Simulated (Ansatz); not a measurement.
# TePb (zincblende type): how the settings move a single-point run

Aim: see which settings change the result for TePb (zincblende type), by how much, and at what cost.

Program: Ansatz 0.2.0. Level of theory: reference: DFT, PBEsol, PAW with Ansatz's default frozen-core files, scalar-relativistic. These are calculated values, not measurements.

## (1) The structure to begin with

Symmetry: F-43m, No. 216, cubic system. Conventional cell: a = 6.456 Å, b = 6.456 Å, c = 6.456 Å, α = 90.00°, β = 90.00°, γ = 90.00°. Around Pb (site symmetry -43m) lie 4 Te at 2.80 Å. Te (site symmetry -43m) has 4 Pb at 2.80 Å in its first shell of neighbours.

Structure file:

```cif
data_structure
_symmetry_space_group_name_H-M 'F-43m'
_symmetry_Int_Tables_number 216
_cell_length_a 6.4563
_cell_length_b 6.4563
_cell_length_c 6.4563
_cell_angle_alpha 90.000
_cell_angle_beta 90.000
_cell_angle_gamma 90.000
_cell_volume 269.13
loop_
_atom_site_label
_atom_site_type_symbol
_atom_site_symmetry_multiplicity
_atom_site_Wyckoff_symbol
_atom_site_fract_x
_atom_site_fract_y
_atom_site_fract_z
_atom_site_occupancy
Pb1 Pb 4 a 0.00000 0.00000 0.00000 1
Te1 Te 4 d 0.25000 0.25000 0.75000 1
```

## (2) Baseline

Input file input.yaml:

```yaml
crystal:
  lattice:
    - [0.0, 3.2281702308, 3.2281702308]
    - [3.2281702308, 0.0, 3.2281702308]
    - [3.2281702308, 3.2281702308, 0.0]
  atoms:
    - { symbol: Pb, position: [0.0, 0.0, 0.0] }
    - { symbol: Te, position: [0.25, 0.25, 0.25] }
kpoints:
  mp_grid: { grid: [11, 11, 11] }
scf:
  occupations: { method: fermi_dirac, width: 0.1 }
hamiltonian:
  xc: pbesol
  pseudopotentials: { kind: paw }
output:
  forces: true
  stress: true
  eigenvalues: true
  populations: true
```

Started as:

```bash
> ansatz run input.yaml --threads 1 --pin off --max-ram 2048MiB --backend cpu --events-out ev --progress --plain --runs-dir out
```

## (3) Variant: chi_scale 0.1

Changes to input.yaml since step 2:

```diff
@@ -12,2 +12,3 @@
   occupations: { method: fermi_dirac, width: 0.1 }
+  initial_density: { chi_scale: 0.1 }
 hamiltonian:
```

What does the calculation give? Wanted: for each run, ending; energy change; pressure; gap; force.

As calculated:

```tsv
run	ending	energy change	pressure (GPa)	gap (eV)	force (eV/Å)	cycles	time
reference	converged	0	17.2	0.00	0.00	7	10 s
1: chi_scale 0.1	converged	0.0 meV/atom	17.2	0.00	0.00	9	11 s
```

Residual by cycle in the longest SCF loop of each run; runs are numbered as in the table. The quantity is the density residual dr2, in eV.

```tsv
cycle	reference	run 1
1	0.00116	0.839
2	6.8e-4	0.295
3	1.4e-4	0.00966
4	3.9e-5	0.00197
5	9.0e-6	4.3e-4
6	1.0e-6	2.1e-5
7	5.7e-8	1.5e-6
8	-	2.6e-7
9	-	5.2e-8
```

What this shows: With the changed start the energy agrees within 0.5 meV/atom. Cost: 9 SCF cycles against 7. Semilocal functionals close small gaps, and spin-orbit coupling, left out here, moves these band edges, so the missing gap need not be the real solid's. The structure is not at rest: the sound run finds 17 GPa, so these are no properties of the relaxed crystal. 
